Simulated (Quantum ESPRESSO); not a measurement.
The system is O.

```xyz
2
Lattice="2.8514 -1.6624 0.0000 2.8514 1.6624 0.0000 -2.3945 0.0000 3.6471" Properties=species:S:1:pos:R:3 pbc="T T T"
O     3.5357    0.0000    3.0797
O    -0.2274    0.0000    0.5674
```

- Program: Quantum ESPRESSO 7.5
- Task: single point
- Functional: PBEsol
- Potentials or basis: GBRV 1.5 PBEsol
- Cutoff: 612 eV
- Density cutoff: 4898 eV
- k mesh: 10 × 10 × 7
- Occupations: fermi-dirac, width 0.05 eV
- Spin: no spin polarisation

On this cell: pressure -3.0 GPa; largest force 0.386 eV/Å; band gap on the k mesh none (metal or under the smearing width).

The same run follows on a disturbed copy (atoms moved at random, drawn with an rms of 0.05 Å):

```
CELL_PARAMETERS angstrom
2.85140 -1.66242 0.00000
2.85140 1.66242 0.00000
-2.39449 0.00000 3.64705
ATOMIC_POSITIONS crystal
O 0.97599 0.97814 0.83922
O 0.00632 0.04506 0.16634
```

Problem. What does the disturbed cell give?

Solution. The energy (extrapolated to zero smearing) moves by +96.3 meV/atom; pressure -10.9 GPa; largest force 4.318 eV/Å; band gap on the k mesh none (metal or under the smearing width).

Forces on the atoms (eV/Å):
```
O   -1.781  0.235  3.927
O    1.781 -0.235 -3.927
```

Stress tensor (GPa, compression positive):
```
 -4.04   0.46   9.74
  0.46  -3.67  -1.18
  9.74  -1.18 -25.00
```

Caveats: spin is off for a triplet molecule.
